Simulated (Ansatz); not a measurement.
## Resistance of the fcc Pd(111) / fcc Pt(111) interface, two mixed layers, 2x2

Wanted: 2AR for the fcc Pd(111) / fcc Pt(111) interface, two mixed layers, 2x2. Experiment: current-perpendicular-to-plane resistances of sputtered multilayers at 4.2 K give 2AR = 0.28 ± 0.06 fΩ m² (J. Bass, CPP magnetoresistance of magnetic multilayers: a critical review, arXiv:1511.07387 (2015), Table 10). Those interfaces are textured, rough and intermixed over some layers.

Main program and level: Ansatz 0.2.0; Ansatz plane-wave DFT, PBE, PAW files; ballistic transport by layer matching (Landauer), zero bias.

**1. Set-up**

The cell holds 72 atoms: 36 Pd and 36 Pt. Its edges and angles: a = 5.524 Å, b = 5.524 Å, c = 40.592 Å, α = 90.0°, β = 90.0°, γ = 120.0°. It derives from Pd and Pt. Regions: Pd, 36 atoms (34 Pd and 2 Pt); Pt, 36 atoms (2 Pd and 34 Pt). The structure's axis is c.

**2. Transmission: mixed layers, first draw**

Sputtered interfaces are intermixed. The two layers next to the interface are filled half and half at random in a 2×2 cell. Energies from -0.06 to 0.06 eV in steps of 0.04 eV are too few for the program's thermal sum, so it prints no conductance; for a metal the transmission near the Fermi level serves, at a fraction of the cost.

input.yaml reads:

```yaml
crystal:
  lattice:
    - [5.5236353319, 0.0, 0.0]
    - [-2.761817666, 4.7836085187, 0.0]
    - [0.0, 0.0, 40.5923077109]
  atoms:
    - { symbol: Pd, position: [0.0, 0.0, 0.0246352094] }
    - { symbol: Pd, position: [0.0, 0.5, 0.0246352094] }
    - { symbol: Pd, position: [0.5, 0.0, 0.0246352094] }
    - { symbol: Pd, position: [0.5, 0.5, 0.0246352094] }
    - { symbol: Pd, position: [0.1666666667, 0.3333333333, 0.0795080502] }
    - { symbol: Pd, position: [0.1666666667, 0.8333333333, 0.0795080502] }
    - { symbol: Pd, position: [0.6666666667, 0.3333333333, 0.0795080502] }
    - { symbol: Pd, position: [0.6666666667, 0.8333333333, 0.0795080502] }
    - { symbol: Pd, position: [0.3333333333, 0.1666666667, 0.134380891] }
    - { symbol: Pd, position: [0.3333333333, 0.6666666667, 0.134380891] }
    - { symbol: Pd, position: [0.8333333333, 0.1666666667, 0.134380891] }
    - { symbol: Pd, position: [0.8333333333, 0.6666666667, 0.134380891] }
    - { symbol: Pd, position: [0.0, 0.0, 0.1892537318] }
    - { symbol: Pd, position: [0.0, 0.5, 0.1892537318] }
    - { symbol: Pd, position: [0.5, 0.0, 0.1892537318] }
    - { symbol: Pd, position: [0.5, 0.5, 0.1892537318] }
    - { symbol: Pd, position: [0.1666666667, 0.3333333333, 0.2441265725] }
    - { symbol: Pd, position: [0.1666666667, 0.8333333333, 0.2441265725] }
    - { symbol: Pd, position: [0.6666666667, 0.3333333333, 0.2441265725] }
    - { symbol: Pd, position: [0.6666666667, 0.8333333333, 0.2441265725] }
    - { symbol: Pd, position: [0.3333333333, 0.1666666667, 0.2989994133] }
    - { symbol: Pd, position: [0.3333333333, 0.6666666667, 0.2989994133] }
    - { symbol: Pd, position: [0.8333333333, 0.1666666667, 0.2989994133] }
    - { symbol: Pd, position: [0.8333333333, 0.6666666667, 0.2989994133] }
    - { symbol: Pd, position: [0.0, 0.0, 0.3538722541] }
    - { symbol: Pd, position: [0.0, 0.5, 0.3538722541] }
    - { symbol: Pd, position: [0.5, 0.0, 0.3538722541] }
    - { symbol: Pd, position: [0.5, 0.5, 0.3538722541] }
    - { symbol: Pd, position: [0.1666666667, 0.3333333333, 0.4087450949] }
    - { symbol: Pd, position: [0.1666666667, 0.8333333333, 0.4087450949] }
    - { symbol: Pd, position: [0.6666666667, 0.3333333333, 0.4087450949] }
    - { symbol: Pd, position: [0.6666666667, 0.8333333333, 0.4087450949] }
    - { symbol: Pd, position: [0.3333333333, 0.1666666667, 0.4636179357] }
    - { symbol: Pd, position: [0.3333333333, 0.6666666667, 0.4636179357] }
    - { symbol: Pt, position: [0.8333333333, 0.1666666667, 0.4636179357] }
    - { symbol: Pt, position: [0.8333333333, 0.6666666667, 0.4636179357] }
    - { symbol: Pd, position: [0.0, 0.0, 0.5191734912] }
    - { symbol: Pt, position: [0.0, 0.5, 0.5191734912] }
    - { symbol: Pt, position: [0.5, 0.0, 0.5191734912] }
    - { symbol: Pd, position: [0.5, 0.5, 0.5191734912] }
    - { symbol: Pt, position: [0.1666666667, 0.3333333333, 0.5754117616] }
    - { symbol: Pt, position: [0.1666666667, 0.8333333333, 0.5754117616] }
    - { symbol: Pt, position: [0.6666666667, 0.3333333333, 0.5754117616] }
    - { symbol: Pt, position: [0.6666666667, 0.8333333333, 0.5754117616] }
    - { symbol: Pt, position: [0.3333333333, 0.1666666667, 0.6316500319] }
    - { symbol: Pt, position: [0.3333333333, 0.6666666667, 0.6316500319] }
    - { symbol: Pt, position: [0.8333333333, 0.1666666667, 0.6316500319] }
    - { symbol: Pt, position: [0.8333333333, 0.6666666667, 0.6316500319] }
    - { symbol: Pt, position: [0.0, 0.0, 0.6878883022] }
    - { symbol: Pt, position: [0.0, 0.5, 0.6878883022] }
    - { symbol: Pt, position: [0.5, 0.0, 0.6878883022] }
    - { symbol: Pt, position: [0.5, 0.5, 0.6878883022] }
    - { symbol: Pt, position: [0.1666666667, 0.3333333333, 0.7441265725] }
    - { symbol: Pt, position: [0.1666666667, 0.8333333333, 0.7441265725] }
    - { symbol: Pt, position: [0.6666666667, 0.3333333333, 0.7441265725] }
    - { symbol: Pt, position: [0.6666666667, 0.8333333333, 0.7441265725] }
    - { symbol: Pt, position: [0.3333333333, 0.1666666667, 0.8003648429] }
    - { symbol: Pt, position: [0.3333333333, 0.6666666667, 0.8003648429] }
    - { symbol: Pt, position: [0.8333333333, 0.1666666667, 0.8003648429] }
    - { symbol: Pt, position: [0.8333333333, 0.6666666667, 0.8003648429] }
    - { symbol: Pt, position: [0.0, 0.0, 0.8566031132] }
    - { symbol: Pt, position: [0.0, 0.5, 0.8566031132] }
    - { symbol: Pt, position: [0.5, 0.0, 0.8566031132] }
    - { symbol: Pt, position: [0.5, 0.5, 0.8566031132] }
    - { symbol: Pt, position: [0.1666666667, 0.3333333333, 0.9128413835] }
    - { symbol: Pt, position: [0.1666666667, 0.8333333333, 0.9128413835] }
    - { symbol: Pt, position: [0.6666666667, 0.3333333333, 0.9128413835] }
    - { symbol: Pt, position: [0.6666666667, 0.8333333333, 0.9128413835] }
    - { symbol: Pt, position: [0.3333333333, 0.1666666667, 0.9690796538] }
    - { symbol: Pt, position: [0.3333333333, 0.6666666667, 0.9690796538] }
    - { symbol: Pt, position: [0.8333333333, 0.1666666667, 0.9690796538] }
    - { symbol: Pt, position: [0.8333333333, 0.6666666667, 0.9690796538] }
kpoints:
  mp_grid: { grid: [5, 5, 1] }
hamiltonian:
  xc: pbe
scf:
  occupations: { method: fermi_dirac, width: 0.1 }
output:
  transmission:
    leads: [[12, 16], [52, 56]]
    kmesh: [16, 16]
    e_range: [-0.06, 0.06]
    de: 0.04
  write_potential: true
  write_density: true
  volumetric_format: npy
  elf: true
```

On the command line:

```sh
$ ansatz run input.yaml --threads 16 --pin off --max-ram 28672MiB --backend cpu --events-out ev --progress --plain --runs-dir out
```

Numbers of over 12 decimals in the logs are rounded to 6 here.

Output:

```text
Engine: ansatz 0.2.0, aarch64-unknown-linux-gnu
Pseudopotentials: kind: paw
Pseudopotential: Pd, paw, valence charge 18, recommended cutoff 420 eV (normal), Pd.paw.azcp
Pseudopotential: Pt, paw, valence charge 18, recommended cutoff 420 eV (normal), Pt.paw.azcp
Functional definition: PBE
  parameter kappa = 0.804
  parameter beta = 0.066725
  exchange = pbe_x(kappa = kappa, mu = beta*pi^2/3)
  correlation = pbe_c(beta = beta)
Crystal: 72 atoms, lattice volume = 1072.567 Å³
Basis set: ecut = 420 eV, 20949 PW (Γ)
Bands: 778, of which v1, the nominal top of the filled ones, is band 648 counted from 1 (647 counted from 0)
Symmetry: 1 space group operations
Space group: P1 (ITA 1), of the structure as read, at distance tolerance 1.0e-4 Å
k-points: 13 of 25 (time reversal used)
Non-local potential: Pd, projectors of the file, l = 0: 2, l = 1: 2, l = 2: 2, l = 3: 1
Non-local potential: Pt, projectors of the file, l = 0: 3, l = 1: 2, l = 2: 2, l = 3: 1
PAW form: soft (Blöchl's): semilocal exchange-correlation on the pseudo side does not see the compensation charge
PAW one-centre angular grid: Pd, 590 points (default); XC on 64 Gauss nodes
PAW one-centre angular grid: Pt, 590 points (default); XC on 64 Gauss nodes
Initial density: superposition of atomic densities (neutral atoms: chi_scale 0, normalization atom), corrected by the library's trained network
Initial wavefunctions: pseudopotential atomic-orbital guess
Functional: x = pbe(κ = 0.804, μ = 0.219515), c = pbe(β = 0.066725)
SCF iter   1: F=—  HF=-701852.441607 eV  |F-HF|=—  |Δ(HF+E_count)|=         —  Δρ=4.96e-3  dr2=6.71e0  ethr=1.77e-3  ⟨swp⟩=5.3  Hψ=34899  notcnv=0  defer=855
preconditioner: auto → Kerker (q_TF=auto, 2.816 Å⁻¹)  [metal: Δε(μ)=0.004 eV  Ē_g=8.652 eV  σ=0.100 eV  W_gap=0.01  n_scr=438 (ndim 8)  ℏωp=30.4 eV  f_vac=0.000  D(μ)=126.42/eV (n_scr^D=1720)]
SCF iter   2: F=—  HF=-701852.441841 eV  |F-HF|=—  |Δ(HF+E_count)|=   2.34e-4  Δρ=2.23e-3  dr2=1.61e0  ethr=5.18e-4  ⟨swp⟩=1.0  Hψ=11635  notcnv=0  defer=946
SCF iter   3: F=—  HF=-701852.444677 eV  |F-HF|=—  |Δ(HF+E_count)|=   2.84e-3  Δρ=5.50e-4  dr2=2.40e-1  ethr=1.25e-4  ⟨swp⟩=1.0  Hψ=9063  notcnv=0  defer=946
SCF iter   4: F=—  HF=-701852.443531 eV  |F-HF|=—  |Δ(HF+E_count)|=   1.15e-3  Δρ=2.03e-4  dr2=3.46e-2  ethr=1.85e-5  ⟨swp⟩=1.0  Hψ=9063  notcnv=0  defer=946
SCF iter   5: F=—  HF=-701852.443469 eV  |F-HF|=—  |Δ(HF+E_count)|=   6.19e-5  Δρ=5.74e-5  dr2=1.40e-3  ethr=2.67e-6  ⟨swp⟩=1.0  Hψ=9063  notcnv=0  defer=946
SCF iter   6: F=—  HF=-701852.443440 eV  |F-HF|=—  |Δ(HF+E_count)|=   2.90e-5  Δρ=1.99e-5  dr2=1.89e-4  ethr=1.08e-7  ⟨swp⟩=1.0  Hψ=9063  notcnv=0  defer=946
SCF iter   7: F=—  HF=-701852.443439 eV  |F-HF|=—  |Δ(HF+E_count)|=   1.04e-6  Δρ=6.39e-6  dr2=9.57e-6  ethr=1.46e-8  ⟨swp⟩=1.0  Hψ=9063  notcnv=0  defer=946
SCF iter   8: F=—  HF=-701852.447309 eV  |F-HF|=—  |Δ(HF+E_count)|=   3.87e-3  Δρ=2.83e-6  dr2=1.29e-6  ethr=7.38e-10  ⟨swp⟩=1.0  Hψ=9136  notcnv=0  defer=946
SCF iter   9: F=-701852.447309 eV  HF=-701852.447309 eV  |F-HF|=1.14e-8  |Δ(HF+E_count)|=   1.07e-8  Δρ=5.85e-7  dr2=1.29e-8  ethr=7.72e-12  ⟨swp⟩=6.5  Hψ=32248  notcnv=0
SCF 1 converged in 9 iterations: F = -701852.447309 eV  dr2 = 1.29e-8
  greatest PAW one-centre occupation: 1.000 electrons in one spin orbital (limit 2), on the Pt atom at site 34 (counted from 0), in its partial waves of l = 0
transmission: 548 of 5460 steps passed
transmission: 1100 of 5460 steps passed
[...]
transmission: 5460 of 5460 steps passed
SCF converged after 9 iterations
Free energy (F): -701852.447309 eV
Harris-Foulkes:  -701852.447309 eV  (|F-HF|=1.14e-8)
Internal energy: -701848.364670 eV  (E = F + TS)
E sigma→0 (E₀):  -701850.405990 eV
Entropy (-TS):   -4.082639 eV (-56.703 meV/atom)
Fermi energy:    21.697958 eV
--- Per-component energies (eV) ---
  E_band       = -9458.180869
  E_kinetic    = 41490.932373
  E_local      = -116929.120056  (includes V_loc(G=0)·N_el)
  E_nonlocal   = 15011.550934
  E_hartree    = 45882.573335
  E_xc         = -15518.794676
  E_vxc        = -18551.720185  (∫ρ·V_xc dr)
  E_paw        = -475353.487876  (= ΣΔE_a)
  E_vpaw       = -22244.988433  (= ΣTr[D̂ρ^β])
  E_aug_tail   = 0.015555  (compensation charges beyond the density's cutoff)
  E_ewald      = -196432.034260
  E_smearing   = -4.082639  (= −TS)
  E_closure    = 0.000000  (closes the sum)
  Σ components = -701852.447309   (vs F -701852.447309, Δ=0.00e0)
--- Band table (eV; the first three rows and the last of 13) ---
  k-point 0: bands = [... 644 lower, 21.8590, 21.8869, 21.8916, 21.8956, 21.9036, 21.9064, 21.9209, 21.9365, ... 126 higher]
  k-point 1: bands = [... 644 lower, 21.6545, 21.6601, 21.6826, 21.6844, 21.7153, 21.7752, 21.7819, 21.8121, ... 126 higher]
  k-point 2: bands = [... 644 lower, 21.6624, 21.6975, 21.7063, 21.7171, 21.7230, 21.7267, 21.7360, 21.7461, ... 126 higher]
  k-point 12: bands = [... 644 lower, 21.6418, 21.6488, 21.6695, 21.6741, 21.6891, 21.7229, 21.7272, 21.7410, ... 126 higher]
--- Transmission ---
  basis      : 235 plane waves across, 42 finite elements along
  points     : 130, standing for a mesh of 16 x 16
  energies   : 4 from -0.060000 to 0.060000 eV about the Fermi level, 0.040000 eV apart; the leads are filled to 0.000000 eV, and channels, transmission and decay are at -0.020000 eV
  crystal 0  : Pd4, at the sites [12, 16], period 2.2274 Å, over 17.82 Å; its Hamiltonian steps by up to 1.2 meV
    offset         : up to 0.0000 Å between an atom of the period and one for which it stands
    channels       : 5.675781e0 a spin
    conductance    : none, the energies end too early or step too widely for 300 K: set another output.transmission.e_range or a lower de, or, where they end at an eighth of basis.ecutwfc, a higher one
  crystal 1  : Pt4, at the sites [52, 56], period 2.2828 Å, over 18.26 Å; its Hamiltonian steps by up to 2.9 meV
    offset         : up to 0.0000 Å between an atom of the period and one for which it stands
    channels       : 6.828125e0 a spin
    conductance    : none, the energies end too early or step too widely for 300 K: set another output.transmission.e_range or a lower de, or, where they end at an eighth of basis.ecutwfc, a higher one
  junction   : crystal 0 to crystal 1, 9.49 to 29.76 Å
    transmission   : 4.506309e0 a spin
    conductance    : none, the energies end too early or step too widely for 300 K: set another output.transmission.e_range or a lower de, or, where they end at an eighth of basis.ecutwfc, a higher one
```

The job ended after 10 min (16 threads of Arm Neoverse V2, shared host; peak memory 15 GiB).

Numbers from this step:

* free energy: -701852.4473 eV
* energy at zero smearing: -701850.4060 eV
* Fermi energy: 21.70 eV
* cell area: 26.42 Å²
* transmission per spin nearest the Fermi level: 4.506
* open channels per spin nearest the Fermi level: 5.676
* open channels per spin, upper lead: 6.828
* step of the lead's potential: 1.2 meV
* step of the upper lead's potential: 2.9 meV

Per spin. Table of transmission, zone mean by energy, zero at the Fermi level:

| energy (eV) | transmission, zone mean |
| --- | --- |
| -0.0600 | 5.32 |
| -0.0200 | 4.51 |
| 0.0200 | 4.01 |
| 0.0600 | 3.62 |

Per spin. Open channels, zone mean against energy, zero at the Fermi level:

| energy (eV) | lead | upper lead |
| --- | --- | --- |
| -0.0600 | 6.91 | 7.29 |
| -0.0200 | 5.68 | 6.83 |
| 0.0200 | 4.97 | 6.28 |
| 0.0600 | 4.5 | 5.60 |

Transmission over k1 and k2. At -0.0200 eV from the Fermi level (the log's summary may quote the solved energy on the other side of it).

Ten even steps from '_' (1.96) to '@' (6.68):
```
@@@@%%********%%@@@@++--____--++
**%%@@%%**--**%%@@%%**--__::__--
--**%%@@++==--++@@%%++--__::::__
::++++++##++--++##++++**--______
--++----++**----**++----**::----
**++++----------------==++++**++
@@##%%++++====++++==--++++%%##@@
##@@@@@@##**--++--++--**##@@@@@@
@@@@##%%++++--==++++====++++%%##
**++**++++==----------------++++
------::**----++**----**++----++
::______--**++++##++--++##++++++
--__::::__--++%%@@++--==++@@%%**
**--__::__--**%%@@%%**--**%%@@%%
@@++--____--++@@@@%%********%%@@
##@@**------**@@##@@**------**@@
```
Columns: k1 (b1) from -0.5 to 0.438; rows upwards: k2 (b2) from -0.5 to 0.438.

Open channels over k1 and k2. At -0.0200 eV from the Fermi level (the log's summary may quote the solved energy on the other side of it).

Ten even steps from '0' (2.0) to '9' (10.0):
```
9766556679521125
5676525676520102
2667322376621111
3553532353553101
2522353353225222
5652233533225655
9663335665333669
9777553666355777
9966333566533366
5556522335332256
2222522353353225
3101355353235355
2111126673223766
5201025676525676
9521125976655667
9952325999523259
```
Columns: k1 (b1) from -0.5 to 0.438; rows upwards: k2 (b2) from -0.5 to 0.438.

Electrostatic potential energy in the ca plane at fractional y = 0.000, with atoms of Pd and Pt within 0.2 Å of it. With pseudopotentials it is smooth inside the atoms' cores, unlike the true potential.

Ten even steps from '0' (-38 eV) to '9' (25 eV), each cell a mean:
```
99999997300279999999999998510158999999999999
99988998643689988999988899743479988899998889
99867899988899876899865789988899975689986679
99756899999999865799854689999999864579974469
99877899988899876899865789987899976689986679
99988998633589988999988899731369988899998899
99999997300279999999999998400038999999999999
99999997200169999999999998300028999999999999
99999998411479999999999998510058999999999999
99888899866799987899987899864689987789987789
99766899999999865799865799998999964579975579
99766899999999866799865799998999964579975579
99888999866799987899987899865689987789987789
99999998411479999999999999621269999999999999
99999997200169999999999998400048999999999999
```
Columns run along c (16.0 Å, from fractional 0.27 to 0.66 of the cell; values clipped at the 3rd and 97th percentile), rows up along a (5.5 Å). Atoms in or near the plane, at fractional coordinates: Pd at (0.35, 0.00), Pd at (0.35, 0.50), Pd at (0.52, 0.00), Pt at (0.52, 0.50).

ELF in the ca plane at fractional y = 0.000, with atoms of Pd and Pt within 0.2 Å of it. It is the smooth field of the valence electrons, not physical close to the nuclei.

Ten even steps from '0' (0.14) to '9' (0.67), each cell a mean:
```
00011112655731111000122211564651122110011222
00111111466511111101222221256531122211122222
11234211122111134211234321112111234422224432
11245311111111255312246421111111245432235542
11233211122111134212245322233322234422224432
00111111466521111101222222378742222211122222
00011113655731111000112222599962222110011222
00011113643641111000011122699962122100001221
00011112676621111000001112589852222210012222
00122111244311122100123111245422223321123322
11245211111111245311145311122211245432234542
11244211111111244311134310111111245432234542
00122111244311122100122110134311223321123322
00011112666621111000001111476741122210012222
00011113643631111000011111562551122100001221
```
Columns run along c (16.0 Å, from fractional 0.27 to 0.66 of the cell), rows up along a (5.5 Å). Atoms in or near the plane, at fractional coordinates: Pd at (0.35, 0.00), Pd at (0.35, 0.50), Pd at (0.52, 0.00), Pt at (0.52, 0.50).

Valence density in the ca plane at fractional y = 0.000, with atoms of Pd and Pt within 0.2 Å of it. It is the smooth field of the valence electrons, not physical close to the nuclei.

Ten steps, logarithmic in the rise over the least value, from '0' (0 e/Å³) to '9' (13 e/Å³), each cell a mean:
```
00011114799841111000111112699962111110011111
01122112577531122211233212367642123321123321
11344311233211244322345421133321245432234532
12355311111111355422355421112111245532245542
11344311233211244321345421234321235432234432
01122112577531122211123222467642123321123321
00011114799841111000011113689863111110011111
00011114899852111000011113699973111100001111
00111113688731112100112112578752122210012221
11233211355421233211233311355532234421124432
12355311122111345421345421122211245532235542
12355311122111345321345421122211245532235542
11233212355421233211233311255531234321124432
00111113688741111100112112589852122210012221
00011114899852111000011112699973111100001111
```
Columns run along c (16.0 Å, from fractional 0.27 to 0.66 of the cell), rows up along a (5.5 Å). Atoms in or near the plane, at fractional coordinates: Pd at (0.35, 0.00), Pd at (0.35, 0.50), Pd at (0.52, 0.00), Pt at (0.52, 0.50).

Over the solved energies the transmission per spin lies between 3.62 and 5.32, out of 5.52 channels of the lead on average (up to 6.91).

**3. Resistance: mixed layers, first draw**

This step: Ansatz plane-wave DFT, PBE, PAW files; ballistic transport by layer matching (Landauer), zero bias; specific resistance of one interface, 1/T less the mean of the leads' 1/N (Ansatz 0.2.0).

This step gave:

```
area resistance                                           : 0.2097 fΩ m²
T over the leads' mean channel count                      : 0.7267
twice the interface resistance (2AR, or 2AR* for magnets) : 0.4193 fΩ m²
```

Twice the interface resistance is 0.419 fΩ m² here, against 0.28 measured.

By hand, with T and the leads' channels N averaged over the energies near the Fermi level: RA = A (h/2e²)(1/T − ½[1/N₁ + 1/N₂]) = 26.42×10⁻²⁰ m² × 12 906 Ω × (1/4.366 − ½[1/5.516 + 1/6.500]) = 0.210 fΩ m².

[end of part 1 of 2]

[Logs are printed without paths, hosts, clocks, repeated set-up lines and the standing remarks that a program may print on its own settings, such as how far it seeks lower states.]

[Hosts, paths, dates, database ids (printed as entryN), source tags and the programs' standing remarks are cut or masked in the printed files.]
